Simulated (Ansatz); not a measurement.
# CsBr: the cost of one run

Program: Ansatz 0.2.0. Level of theory: DFT PBEsol, scalar-relativistic, plane waves, PAW. These are calculated values, not measurements.

The COD entry's cell or inner coordinates are ideal or old and differ from later refinements, so a difference from it is no clean test against experiment.

1 further run of the same task is left out (set aside as unsound or not needed).

## Step 1: Starting point

It takes space group Pm-3m (No. 221, cubic). The conventional cell has a = 4.286 Å, b = 4.286 Å, c = 4.286 Å, α = 90.00°, β = 90.00°, γ = 90.00°. Around Cs (site symmetry m-3m) lie 8 Br at 3.71 Å. Br (site symmetry m-3m) is surrounded by 8 Cs at 3.71 Å.

Structure file:

```
CELL_PARAMETERS angstrom
4.28600 0.00000 0.00000
0.00000 4.28600 0.00000
0.00000 0.00000 4.28600
ATOMIC_POSITIONS crystal
Cs 0.00000 0.00000 0.00000
Br 0.50000 0.50000 0.50000
```

The structure comes from the Crystallography Open Database.

## Step 2: A change within the space group

The change: strain xx, yy, zz, yz, xz, xy = -0.4, -0.4, -0.4, +0.0, +0.0, +0.0 %.

Contents of input.yaml:

```yaml
crystal:
  lattice:
    - [4.26937032, 0.0, 0.0]
    - [0.0, 4.26937032, 0.0]
    - [0.0, 0.0, 4.26937032]
  atoms:
    - { symbol: Cs, position: [0.0, 0.0, 0.0] }
    - { symbol: Br, position: [0.5, 0.5, 0.5] }
basis:
  ecutwfc: 420
kpoints:
  mp_grid: { grid: [6, 6, 6] }
hamiltonian:
  xc: pbesol
scf:
  occupations: { method: gaussian, width: 0.02 }
output:
  forces: true
  stress: true
  eigenvalues: true
```

Started as:

```sh
$ ansatz run input.yaml --threads 1 --pin off --max-ram 1331MiB --backend cpu --events-out ev --progress --plain --runs-dir out
```

Q: Estimate wall time and peak memory on 1 thread of an x86-64 CPU, shared host.

About 3.1 s, with a peak of 0.34 GiB.
